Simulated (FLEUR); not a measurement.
# Fe (c factor at fixed volume 1.03 on the database's cell): anisotropy by force theorems, part 2 of 2

Aim: the anisotropy of Fe (c factor at fixed volume 1.03 on the database's cell) from single passes in the potential of one collinear state.

FLEUR MaX-R8.1; PBE; all-electron FLAPW, Dirac cores, scalar-relativistic bands.

So far. Step 2 (Self-consistent state): After 25 cycles the largest moment stands at 2.35 μB.

The database entry behind the starting cell differs from later determinations by our own check (an axis about 0.7 % long against later determinations), so it need not match the best structure at ambient conditions.

## 5. Spin–orbit coupling, moments along [001]

Level of this step: PBE; all-electron FLAPW, Dirac cores, scalar-relativistic bands with spin-orbit coupling (FLEUR).

Spin–orbit coupling ties the spins to the lattice and lets orbital moments form.

A new self-consistent run of the start ferro +, with the moments along z. The k list default-1 (kpts.xml, not shown) is a Γ-centred 28×28×28 mesh.

The input, inp.xml:

```
<?xml version="1.0" encoding="UTF-8" standalone="no"?>
<fleurInput fleurInputVersion="0.39">
   <comment>
      Fe
   </comment>
   <calculationSetup>
      <cutoffs Kmax="3.6" Gmax="10.8" GmaxXC="10.8" numbands="36"/>
      <scfLoop itmax="110" minDistance="0.00002" maxIterBroyd="15" imix="Anderson" alpha="0.05" precondParam="0.0" spinf="2.0" sdNocoIR="T"/>
      <coreElectrons ctail="T" frcor="F" kcrel="0" coretail_lmax="0"/>
      <xcFunctional name="pbe" relativisticCorrections="F"/>
      <magnetism jspins="2"/>
      <soc l_soc="T" theta="0.0" phi="0.0" spav="F"/>
      <expertModes spex="0" secvar="F"/>
      <geometryOptimization l_f="F" forcealpha="1.0" forcemix="BFGS" epsdisp="0.00001" epsforce="0.00001"/>
      <ldaU l_linMix="F" mixParam="0.05" spinf="1.0"/>
   </calculationSetup>
   <cell>
      <bzIntegration valenceElectrons="16.0" mode="hist" fermiSmearingEnergy="0.00183747">
         <kPointListSelection listName="default-1"/>
         <xi:include xmlns:xi="http://www.w3.org/2001/XInclude" href="kpts.xml"> </xi:include>
      </bzIntegration>
      <xi:include xmlns:xi="http://www.w3.org/2001/XInclude" href="sym.xml"> </xi:include>
      <bulkLattice scale="1.0">
         <bravaisMatrix>
            <row-1>   -2.6868695791989365     2.6868695791989365     2.8086810417317336</row-1>
            <row-2>    2.6868695791989365    -2.6868695791989365     2.8086810417317336</row-2>
            <row-3>    2.6868695791989365     2.6868695791989365    -2.8086810417317336</row-3>
         </bravaisMatrix>
      </bulkLattice>
   </cell>
   <atomSpecies>
      <species name="Iron (Fe) 2.800" element="Fe" atomicNumber="26">
         <mtSphere radius="2.3" gridPoints="761" logIncrement="0.016"/>
         <atomicCutoffs lmax="8" lnonsphr="6"/>
         <electronConfig flipSpins="F">
            <coreConfig>(1s1/2) (2s1/2) (2p1/2) (2p3/2)</coreConfig>
            <valenceConfig>(3s1/2) (3p1/2) (3p3/2) (4s1/2) (3d3/2) (3d5/2)</valenceConfig>
            <stateOccupation state="(3d3/2)" spinUp="1.4" spinDown="1.0"/>
            <stateOccupation state="(3d5/2)" spinUp="3.0" spinDown="0.6"/>
         </electronConfig>
         <energyParameters s="4" p="4" d="3" f="4"/>
         <lo type="SCLO" l="0" n="3" eDeriv="0"/>
         <lo type="SCLO" l="1" n="3" eDeriv="0"/>
      </species>
   </atomSpecies>
   <atomGroups>
      <atomGroup species="Iron (Fe) 2.800">
         <relPos label="                   1">.0000000000 .0000000000 .0000000000</relPos>
         <force calculate="T" relaxXYZ="TTT"/>
      </atomGroup>
   </atomGroups>
   <output dos="F" band="F" slice="F">
      <bandDOS minEnergy="-.5*Htr" maxEnergy="0.5*Htr" sigma="0.015" storeEVData="T"/>
      <plotting iplot="0" polar="F">
         <plot TwoD="T" vec1="  1.0  0.0  0.0" vec2="  0.0  1.0  0.0" vec3="  0.0  0.0  1.0" zero="  0.0  0.0  0.0" file="plot"/>
      </plotting>
      <moessbauerParams electricFieldGradient="F" isomerShift="F" coreHyperfine="F" valenceHyperfine="F"/>
   </output>
</fleurInput>
```

The input, crystal.txt:

```
Fe
&input film=F cartesian=F /
-1.42183015000  1.42183015000  1.48629000000
1.42183015000  -1.42183015000  1.48629000000
1.42183015000  1.42183015000  -1.48629000000
1.8897261246
1.0 1.0 1.0

1
26 0.00000000000  0.00000000000  0.00000000000 : 2.800

&soc 0.0000000 0.0000000 /
&kpt div1=28 div2=28 div3=28 gamma=T /
```

On the command line:

```
> OMP_NUM_THREADS=1 inpgen -f crystal.txt > inpgen.log  # inp.xml is then edited as shown
> OMP_NUM_THREADS=1 mpirun -n 4 fleur_MPI > fleur.log
```

Output:

```text
[banner, memory and clock lines left out]
Welcome to FLEUR        (www.flapw.de)
      MaX-Release 8.1          (www.max-centre.eu)

 ========== k-point set info ==========
 Selected k-point list: default-1
 k-point list type: mesh
 0 x 0 x 0
 Number of k points: 2860

 [... set-up left out ...]
 Iteration:     1   Distance:      11.20062818 me/bohr^3
 Iteration:     2   Distance:       9.23130548 me/bohr^3
 Iteration:     3   Distance:       6.17013419 me/bohr^3
 Iteration:     4   Distance:       2.78746817 me/bohr^3
 Iteration:     5   Distance:       2.13032978 me/bohr^3
 Iteration:     6   Distance:       1.18524283 me/bohr^3
 Iteration:     7   Distance:       1.21207618 me/bohr^3
 Iteration:     8   Distance:       0.67117996 me/bohr^3
 Iteration:     9   Distance:       0.57306325 me/bohr^3
 Iteration:    10   Distance:       0.26070636 me/bohr^3
 Iteration:    11   Distance:       0.05150048 me/bohr^3
 Iteration:    12   Distance:       0.03916311 me/bohr^3
 Iteration:    13   Distance:       0.01682954 me/bohr^3
 Iteration:    14   Distance:       0.01528155 me/bohr^3
 Iteration:    15   Distance:       0.00800388 me/bohr^3
 Iteration:    16   Distance:       0.00798405 me/bohr^3
 Iteration:    17   Distance:       0.00771341 me/bohr^3
 Iteration:    18   Distance:       0.00140108 me/bohr^3
 Iteration:    19   Distance:       0.00023305 me/bohr^3
 Iteration:    20   Distance:       0.00010706 me/bohr^3
 Iteration:    21   Distance:       0.00011980 me/bohr^3
 Iteration:    22   Distance:       0.00004316 me/bohr^3
 Iteration:    23   Distance:       0.00001699 me/bohr^3

 ********************************************************************
 Run finished successfully
 Stop message:
   all done
 ********************************************************************

--- out.xml (last complete iteration) ---
<iteration numberForCurrentRun="   23" overallNumber="   23">
         [... left out ...]
         <bandgap value="0.0000000000" units="eV"/>
         <sumValenceSingleParticleEnergies value="-13.2632277793" units="Htr"/>
         <FermiEnergy value="0.3336367689" units="Htr"/>
         [... left out ...]
         <magneticMomentsInMTSpheres units="muBohr">
            <globalMagMoment atomType="1" vec="0.00000   0.00000   2.34676"/>
         </magneticMomentsInMTSpheres>
         <orbitalMomentsInMTSpheres units="muBohr">
            <globalMagMoment atomType="1" vec="0.00000   0.00000   0.04665"/>
         </orbitalMomentsInMTSpheres>
         [... left out ...]
         <totalEnergy value="    -1272.8029153642" units="Htr">
            <sumOfEigenvalues value="     -735.7642469619">
               <coreElectrons value="-722.5010191826"/>
               <valenceElectrons value="-13.2632277793"/>
            </sumOfEigenvalues>
         [... left out ...]
            <freeEnergy value="-1272.8032304455"/>
            <extrapolationTo0K value="-1272.8030729048"/>
         </totalEnergy>
         <densityConvergence units="me/bohr^3">
            <chargeDensity spin="1" distance="0.0000113785"/>
            <chargeDensity spin="2" distance="0.0000063976"/>
            <overallChargeDensity distance="0.0000072132"/>
            <spinDensity distance="0.0000169932"/>
         </densityConvergence>
      </iteration>
```

Elapsed: 4.5 min, on 4 MPI ranks of Arm Neoverse V1, shared host; peak memory 0.74 GiB.

Numbers from this step:

- free energy: -34634.7403 eV
- program's band gap on this mesh (in a metal only a level spacing): 0 eV
- magnetization: 2.284 μB
- final state: ferromagnetic
- largest moment: 2.347 μB
- orbital moment along the spin: 0.04665 μB

Orbital moment in the sphere, along the spin axis by atom:

```tsv
atom	orbital moment in the sphere, along the spin axis (μB)
Fe1	0.0466
```

## 6. Outcome

| Quantity | Value |
| --- | --- |
| reference state | ferromagnetic |
| largest sphere moment | 2.35 μB |
| easy direction of those tried | the plane normal to [001] |
| energy along [100] less [001], force theorem | -0.0379 meV a primitive cell |
| orbital moment on the atom of largest spin, along its spin (spin–orbit run) | 0.0466 μB |

By the force theorem the moments prefer the plane normal to [001], with no direction in it resolved; shape anisotropy is not in it. The difference for the second direction goes from -0.039 meV (mesh 19×19×19, 36 states, 3.1 min of CPU time) to -0.038 meV (mesh 28×28×28, 36 states, 9.8 min). On the atom of largest spin the orbital moment is almost quenched. The state was typed, and no other order was converged beside it, so it need not be the ground state.

[Logs and program files are shortened in this print: banners, set-up blocks, solver, clock and traceback lines can be left out without a mark of their own.]

[Logs are printed without paths, hosts, clocks, repeated set-up lines and the standing remarks that a program may print on its own settings, such as how far it seeks lower states.]

[Hosts, paths, dates, database ids (printed as entryN), source tags and the programs' standing remarks are cut or masked in the printed files.]

[Where a cell is said to come from a database of computed structures, the database is the Materials Project.]
